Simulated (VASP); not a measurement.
# Pt (Fm-3m) in VASP: a series of runs

Runs on Pt. Level: SCAN. Tasks: band structure.

All numbers are computed with VASP 6.6.1; they aren't measurements. Logs are shortened: lines on timing, memory, paths and dates and some standing lists are left out, and cuts for length are marked.

### Step 1. The crystal as given

It takes space group Fm-3m (No. 225, cubic). The conventional cell has a = 3.922 Å, b = 3.922 Å, c = 3.922 Å, α = 90.00°, β = 90.00°, γ = 90.00°. Around Pt (site symmetry m-3m) lie 12 Pt at 2.77 Å.

### Step 2. Band structure, SCAN

The input, INCAR:

```
PREC = Accurate
ENCUT = 520
EDIFF = 1E-6
ISMEAR = -1
SIGMA = 0.05
LREAL = False
LASPH = True
NELM = 60
ALGO = Normal
ISIF = 2
LWAVE = False
LCHARG = False
LMAXMIX = 4
METAGGA = SCAN
LMIXTAU = True
```

The input, KPOINTS:

```
regular mesh
0
Gamma
  12 12 12
```

The input, POSCAR:

```
Pt
1.0
    0.0000000000      1.9609000000      1.9609000000
    1.9609000000      0.0000000000      1.9609000000
    1.9609000000      1.9609000000      0.0000000000
Pt
1
Direct
    0.0000000000      0.0000000000      0.0000000000
```

The input, KPOINTS_OPT:

```
path GXWKGLUWLK,UX
15
line-mode
reciprocal
 0.0000000000  0.0000000000  0.0000000000  G
 0.5000000000  0.0000000000  0.5000000000  X

 0.5000000000  0.0000000000  0.5000000000  X
 0.5000000000  0.2500000000  0.7500000000  W

 0.5000000000  0.2500000000  0.7500000000  W
 0.3750000000  0.3750000000  0.7500000000  K

 0.3750000000  0.3750000000  0.7500000000  K
 0.0000000000  0.0000000000  0.0000000000  G

 0.0000000000  0.0000000000  0.0000000000  G
 0.5000000000  0.5000000000  0.5000000000  L

 0.5000000000  0.5000000000  0.5000000000  L
 0.6250000000  0.2500000000  0.6250000000  U

 0.6250000000  0.2500000000  0.6250000000  U
 0.5000000000  0.2500000000  0.7500000000  W

 0.5000000000  0.2500000000  0.7500000000  W
 0.5000000000  0.5000000000  0.5000000000  L

 0.5000000000  0.5000000000  0.5000000000  L
 0.3750000000  0.3750000000  0.7500000000  K

 0.6250000000  0.2500000000  0.6250000000  U
 0.5000000000  0.0000000000  0.5000000000  X
```

Potentials or basis: VASP PAW PBE potentials, release 64 (Pt).

On the command line:

```sh
cat potpaw_PBE.64/Pt/POTCAR > POTCAR
mpirun -np 1 vasp_std > vasp.out
```

OUTCAR:

```text
PREC = Accurate
   ENCUT = 520
   EDIFF = 1E-6
   ISMEAR = -1
   LREAL = False
   LASPH = True
   NELM = 60
   ISIF = 2
   METAGGA = SCAN

 ion  position               nearest neighbor table
   1  0.000  0.000  0.000-

  LATTYP: Found a face centered cubic cell.
 ALAT       =     3.9218000000

  Lattice vectors:

 A1 = (   0.0000000000,   1.9609000000,   1.9609000000)
 A2 = (   1.9609000000,   0.0000000000,   1.9609000000)
 A3 = (   1.9609000000,   1.9609000000,   0.0000000000)

Analysis of symmetry for initial positions (statically):
=====================================================================
 Subroutine PRICEL returns:
 Original cell was already a primitive cell.

 Routine SETGRP: Setting up the symmetry group for a
 face centered cubic supercell.

 Subroutine GETGRP returns: Found 48 space group operations
 (whereof 48 operations were pure point group operations)
 out of a pool of 48 trial point group operations.

The static configuration has the point symmetry O_h .

Analysis of symmetry for dynamics (positions and initial velocities):
=====================================================================
 Subroutine PRICEL returns:
 Original cell was already a primitive cell.

 Routine SETGRP: Setting up the symmetry group for a
 face centered cubic supercell.

 Subroutine GETGRP returns: Found 48 space group operations
 (whereof 48 operations were pure point group operations)
 out of a pool of 48 trial point group operations.

The dynamic configuration has the point symmetry O_h .

 Subroutine INISYM returns: Found 48 space group operations
 (whereof 48 operations are pure point group operations),
 and found     1 'primitive' translations

----------------------------------------------------------------------------------------

                                     Primitive cell

  volume of cell :      15.0798

  direct lattice vectors                    reciprocal lattice vectors
     0.000000000  1.960900000  1.960900000    -0.254984956  0.254984956  0.254984956
     1.960900000  0.000000000  1.960900000     0.254984956 -0.254984956  0.254984956
     1.960900000  1.960900000  0.000000000     0.254984956  0.254984956 -0.254984956

  length of vectors
     2.773131374  2.773131374  2.773131374     0.441646899  0.441646899  0.441646899
[... 79 lines left out ...]
   EDIFF  = 0.1E-05   stopping-criterion for ELM
   LREAL  =      F    real-space projection
   EDIFFG = 0.1E-04   stopping-criterion for IOM
   NSW    =      0    number of steps for IOM
   IBRION =     -1    ionic relax: 0-MD 1-quasi-New 2-CG
   NFREE  =      0    steps in history (QN), initial steepest desc. (CG)
   ISIF   =      2    stress and relaxation
   ISYM   =      2    0-nonsym 1-usesym 2-fastsym
   POTIM  = 0.5000    time-step for ionic-motion
   TEBEG  =    0.0;   TEEND  =   0.0 temperature during run
   PSTRESS=    0.0 pullay stress
   NELECT =      10.0000    total number of electrons
   NUPDOWN=      -1.0000    fix difference up-down
   EMIN   =  10.00;   EMAX   =-10.00  energy-range for DOS
   EFERMI =   0.00;   METHOD = LEGACY
   ISMEAR =    -1;   SIGMA  =   0.05  broadening in eV -4-tet -1-fermi 0-gaus
   EFERMI_NEDOS =   21; number of points for ismear=-14 and -15
   IALGO  =     38    algorithm
   IMIX   =      4    mixing-type and parameters
     AMIX     =   0.40;   BMIX     =  1.00
     AMIX_MAG =   1.60;   BMIX_MAG =  1.00
  volume/ion in A,a.u.               =      15.08       101.76
  Fermi-wavevector in a.u.,A,eV,Ry     =   1.427609  2.697791 27.729605  2.038068
  Thomas-Fermi vector in A             =   2.547760
   LORBIT       =      0    0 simple, 1 ext, 2 COOP (PROOUT), +10 PAW based schemes
   METAGGA = SCAN    functional components
   LHFCALC =     F    Hartree Fock is set to
   AEXX    =    0.0000 exact exchange contribution
   IVDW    =     0    specifies the selected vdW correction
   LEPSILON=     F    determine dielectric tensor
   LRPA    =     F    only Hartree local field effects (RPA)
 non-spin polarized calculation
  energy-cutoff  :      520.00
  volume of cell :       15.08
 maximum number of plane-waves:       419
 NGX is ok and might be reduce to    24
   NGX = 11   NGY = 11   NGZ = 11

 number of electron      10.0000000 magnetization

 Free energy of the ion-electron system (eV)
  ---------------------------------------------------
  ext. energy  EPLUGINS =         0.00000000
  ---------------------------------------------------
  free energy    TOTEN  =       -70.25645008 eV

  energy without entropy =      -70.24184466  energy(sigma->0) =      -70.24914737

 E-fermi :  10.9732     XC(G=0): -14.5415

 val. band max:       10.9580909714   @ k =   0.4167   0.2500   0.0000
 cond. band min:      10.9860478981   @ k =  -0.4167   0.3333   0.0833
 fundamental gap:      0.0279569267
 Fermi energy:        10.9732463398

 k-point     1 :       0.0000    0.0000    0.0000
  band No.  band energies     occupation
      1      -0.0249      2.00000
      2       6.9682      2.00000
      3       6.9693      2.00000
      4       6.9693      2.00000
      5       9.1353      2.00000
      6       9.1359      2.00000
      7      26.2063      0.00000
      8      31.2943      0.00000
      9      31.2943      0.00000
[... 265 lines left out ...]
 k-point    24 :      -0.4167    0.1667    0.0000
  band No.  band energies     occupation
      1       4.0118      2.00000
      2       6.2783      2.00000
      3       7.5737      2.00000
      4       7.8948      2.00000
      5      10.6413      1.99739
      6      14.0125      0.00000
      7      16.9974      0.00000
      8      26.3848      0.00000
      9      28.4829      0.00000

 [... further k-points ...]

------------------------ aborting loop because EDIFF is reached ----------------------------------------

  FORCE on cell =-STRESS in cart. coord.  units (eV):
  Direction    XX          YY          ZZ          XY          YZ          ZX
  --------------------------------------------------------------------------------------
  -------------------------------------------------------------------------------------
  Total       -0.4884653     -0.4884653     -0.4884653     -0.0000000      0.0000000      0.0000000
  in kB      -51.8976825    -51.8976825    -51.8976825     -0.0000000      0.0000000      0.0000000
  external PRESSURE =     -51.8976825 kB  Pullay stress =       0.0000000 kB

 VOLUME and BASIS-vectors are now :
 -----------------------------------------------------------------------------
  energy-cutoff  :      520.00
  volume of cell :       15.08
      direct lattice vectors                 reciprocal lattice vectors
     0.000000000  1.960900000  1.960900000    -0.254984956  0.254984956  0.254984956
     1.960900000  0.000000000  1.960900000     0.254984956 -0.254984956  0.254984956
     1.960900000  1.960900000  0.000000000     0.254984956  0.254984956 -0.254984956

 POSITION                                       TOTAL-FORCE (eV/Angst)
 -----------------------------------------------------------------------------------
      0.00000      0.00000      0.00000         0.000000      0.000000      0.000000
 -----------------------------------------------------------------------------------
    total drift:                               -0.000000     -0.000000      0.000000

  FREE ENERGIE OF THE ION-ELECTRON SYSTEM (eV)
  ---------------------------------------------------
  free  energy   TOTEN  =       -70.2564500778 eV

  energy  without entropy=      -70.2418446633  energy(sigma->0) =      -70.24914737
```

OSZICAR:

```text
N       E                     dE             d eps       ncg     rms          rms(c)
DAV:   1    -0.319015985920E+02   -0.31902E+02   -0.56394E+03  1424   0.105E+03
DAV:   2    -0.734325642008E+02   -0.41531E+02   -0.39555E+02  1359   0.192E+02
[... 39 lines left out ...]
DAV:   5     0.539734931266E+04   -0.86136E-03     1427
DAV:   6     0.539734930429E+04   -0.83663E-05     1460
DAV:   7     0.539734930421E+04   -0.83137E-07      973
       N       E                     dE             ncg
DAV:   1     0.344484664698E+05   -0.24880E+04      116
DAV:   2     0.341922963930E+05   -0.25617E+03      111
DAV:   3     0.341886538603E+05   -0.36425E+01      109
DAV:   4     0.341886368225E+05   -0.17038E-01      108
DAV:   5     0.341886367026E+05   -0.11987E-03      108
DAV:   6     0.341886367014E+05   -0.11579E-05      108
DAV:   7     0.341886367014E+05   -0.11161E-07       76
```

Run time: 91 s. Hardware: 1 thread of AMD EPYC 9R45 (Zen 5), shared host; peak memory 0.12 GiB.

Results:

* Free energy: -70.2565 eV
* Pressure: -5.2 GPa
* Band gap along the path: none (metal or under the smearing width)

Levels at the corners of the path, in eV from the Fermi level:
| point | band 1 | band 2 | band 3 | band 4 | band 5 | band 6 | band 7 | band 8 | band 9 |
| --- | --- | --- | --- | --- | --- | --- | --- | --- | --- |
| Γ | -11.00 | -4.00 | -4.00 | -4.00 | -1.84 | -1.84 | 15.23 | 20.32 | 20.32 |
| X | -7.44 | -6.98 | -0.11 | 0.56 | 0.56 | 1.58 | 8.81 | 11.56 | 11.56 |
| X | -7.44 | -6.98 | -0.11 | 0.56 | 0.56 | 1.58 | 8.81 | 11.56 | 11.56 |
| W | -5.95 | -4.83 | -4.83 | -2.24 | 0.56 | 6.92 | 8.44 | 8.44 | 12.57 |
| W | -5.95 | -4.83 | -4.83 | -2.24 | 0.56 | 6.92 | 8.44 | 8.44 | 12.57 |
| K | -6.62 | -5.77 | -3.07 | -1.50 | -0.16 | 5.58 | 6.88 | 10.38 | 14.99 |
| K | -6.62 | -5.77 | -3.07 | -1.50 | -0.16 | 5.58 | 6.88 | 10.38 | 14.99 |
| Γ | -11.00 | -4.00 | -4.00 | -4.00 | -1.84 | -1.84 | 15.23 | 20.32 | 20.32 |
| Γ | -11.00 | -4.00 | -4.00 | -4.00 | -1.84 | -1.84 | 15.23 | 20.32 | 20.32 |
| L | -7.83 | -4.11 | -4.11 | -0.62 | 0.02 | 0.02 | 5.83 | 14.90 | 19.39 |
| L | -7.83 | -4.11 | -4.11 | -0.62 | 0.02 | 0.02 | 5.83 | 14.90 | 19.39 |
| U | -6.62 | -5.77 | -3.07 | -1.50 | -0.16 | 5.58 | 6.88 | 10.38 | 14.99 |
| U | -6.62 | -5.77 | -3.07 | -1.50 | -0.16 | 5.58 | 6.88 | 10.38 | 14.99 |
| W | -5.95 | -4.83 | -4.83 | -2.24 | 0.56 | 6.92 | 8.44 | 8.44 | 12.57 |
| W | -5.95 | -4.83 | -4.83 | -2.24 | 0.56 | 6.92 | 8.44 | 8.44 | 12.57 |
| L | -7.83 | -4.11 | -4.11 | -0.62 | 0.02 | 0.02 | 5.83 | 14.90 | 19.39 |
| L | -7.83 | -4.11 | -4.11 | -0.62 | 0.02 | 0.02 | 5.83 | 14.90 | 19.39 |
| K | -6.62 | -5.77 | -3.07 | -1.50 | -0.16 | 5.58 | 6.88 | 10.38 | 14.99 |
| U | -6.62 | -5.77 | -3.07 | -1.50 | -0.16 | 5.58 | 6.88 | 10.38 | 14.99 |
| X | -7.44 | -6.98 | -0.11 | 0.56 | 0.56 | 1.58 | 8.81 | 11.56 | 11.56 |

Caveat: the PAW data sets were made with another functional, which shifts forces and pressure a little; spin-orbit coupling is left out, which moves the levels of the heavy elements.

### Step 3. Band structure, SCAN, spin-orbit coupling, no magnetisation

The input, INCAR:

```
SYSTEM = Pt
ALGO = Normal
EDIFF = 1E-7
ENCUT = 520
GGA_COMPAT = .FALSE.
ISIF = 2
ISMEAR = -1
LASPH = .TRUE.
LCHARG = .FALSE.
LMAXMIX = 4
LMIXTAU = .TRUE.
LORBIT = 11
LREAL = .FALSE.
LSORBIT = .TRUE.
LWAVE = .FALSE.
MAGMOM = 0 0 0
METAGGA = SCAN
NELM = 80
PREC = Accurate
SIGMA = 0.05
```

The input, KPOINTS:

```
k-points
0
G
  9 9 9
  0 0 0
```

POSCAR is that of step 2.

KPOINTS_OPT is that of step 2.

Potentials or basis: VASP PAW PBE potentials, release 64 (Pt).

On the command line:

```sh
cat potpaw_PBE.64/Pt/POTCAR > POTCAR
mpirun -np 1 vasp_ncl > vasp.out
```

It took 6.5 min on 1 thread of AMD EPYC 9R45 (Zen 5), shared host; peak memory 0.2 GiB.

Results (log left out):

```yaml
Free_energy: -70.6534 eV
Pressure: -5.2 GPa
Valence_electrons_inside_the_program's_atomic_spheres: Pt 9.16
```

Caveat: the PAW data sets were made with another functional, which shifts forces and pressure a little.

### Step 4. The reference run

An earlier run on the cell as given: functional PBE; potentials or basis VASP PAW PBE potentials, release 64 (Pt); cutoff 520 eV; k mesh 12 × 12 × 12; occupations fermi-dirac, width 0.05 eV; no spin polarisation.

- Pressure: 9.7 GPa
- Band gap on the k mesh: none (metal or under the smearing width)

### Step 5. The runs side by side

```csv
task,level,spin,k mesh,pressure (GPa)
band structure,SCAN,off,12 × 12 × 12,-5.2
band structure,SCAN,"SOC, no magnetisation",9 × 9 × 9,-5.2
single point,PBE,off,12 × 12 × 12,9.7
```

Alike in all rows: potentials or basis VASP PAW PBE potentials, release 64 (Pt); cell as given; cutoff (eV) 520; smearing fermi-dirac 0.05 eV.

The pressure there spans -5.2 GPa (SCAN) to 9.7 GPa (PBE); a positive pressure means that this level wants a larger cell, a negative one a smaller.

Caveats: the PAW data sets were made with another functional, which shifts forces and pressure a little (some runs); spin-orbit coupling is left out, which moves the levels of the heavy elements (some runs).

Total energies depend on the potentials used, so only differences within one code and one set of settings carry meaning.
